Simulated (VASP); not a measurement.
Wanted: the native input for a VASP 6.6.1 run.

```yaml
Task: G0W0 quasiparticle levels
Functional: PBE
Potentials_or_basis: VASP PAW PBE potentials, release 64 (Cd_GW, S_GW)
Cutoff: 420 eV
k_mesh: 4 × 4 × 4
Occupations: gaussian, width 0.01 eV
Spin: no spin polarisation
GW_scheme: G0W0
GW_iterations: 1
Cutoff_of_the_response_function: 200
Frequency_points: 60
Empty_bands: 140
Further_INCAR_settings: ALGO = EVGW0; EDIFF = 1e-08; NBANDS = 149
```

The system is CdS.

```
Cd S
1.0
     0.00000    2.91650    2.91650
     2.91650    0.00000    2.91650
     2.91650    2.91650    0.00000
Cd S
1 1
Direct
  0.00000 0.00000 0.00000
  0.25000 0.25000 0.25000
```

The input as run:

POSCAR

```
CdS
1.0
    0.0000000000      2.9165000000      2.9165000000
    2.9165000000      0.0000000000      2.9165000000
    2.9165000000      2.9165000000      0.0000000000
Cd S
1 1
Direct
    0.0000000000      0.0000000000      0.0000000000
    0.2500000000      0.2500000000      0.2500000000
```

INCAR.step1

```
SYSTEM = CdS
ALGO = Fast ; EDIFF = 1E-8
ENCUT = 420 ; GGA = PE
ISMEAR = 0 ; LASPH = .True.
LCHARG = .False. ; LREAL = .False.
LWAVE = .True. ; NELM = 100
PREC = Accurate ; SIGMA = 0.01
```

INCAR.step2

```
SYSTEM = CdS
ALGO = Exact ; EDIFF = 1E-8
ENCUT = 420 ; GGA = PE
ISMEAR = 0 ; ISTART = 1
LASPH = .True. ; LCHARG = .False.
LOPTICS = .True. ; LREAL = .False.
LWAVE = .True. ; NBANDS = 149
NELM = 1 ; PREC = Accurate
SIGMA = 0.01
```

INCAR.step3

```
SYSTEM = CdS
ALGO = EVGW0 ; EDIFF = 1E-8
ENCUT = 420 ; ENCUTGW = 200
GGA = PE ; ISMEAR = 0
ISTART = 1 ; LASPH = .True.
LCHARG = .False. ; LREAL = .False.
LWAVE = .False. ; NBANDS = 149
NBANDSGW = 17 ; NELMGW = 1
NOMEGA = 60 ; PREC = Accurate
PRECFOCK = Fast ; SIGMA = 0.01
```

KPOINTS

```
k-points
0
Gamma
  4 4 4
  0 0 0
```

Potentials or basis: VASP PAW PBE potentials, release 64 (Cd_GW, S_GW).

Run with:

```sh
$ cat potpaw_PBE.64/Cd_GW/POTCAR potpaw_PBE.64/S_GW/POTCAR > POTCAR
$ cp INCAR.step1 INCAR
$ mpirun -np 1 vasp_std > vasp.out
$ cp INCAR.step2 INCAR
$ mpirun -np 1 vasp_std > vasp.out
$ cp INCAR.step3 INCAR
$ mpirun -np 1 vasp_std > vasp.out
```

It gave:

```json
{
  "Band gap on the k mesh, mean-field level": "1.13 eV, direct",
  "Quasiparticle gap": "1.93 eV",
  "Least direct quasiparticle gap": "1.93 eV"
}
```

Caveat: the k mesh is coarse (spacing up to 0.47 Å⁻¹), so the values aren't converged; bands, screening cutoff and mesh are small and nothing is extrapolated, so the quasiparticle values aren't converged.

Run time: 4.3 min on 1 thread of Intel(R) Xeon(R) Platinum 8259CL CPU @ 2.50GHz (Skylake/Cascade Lake) (shared host), peak memory 0.54 GiB.
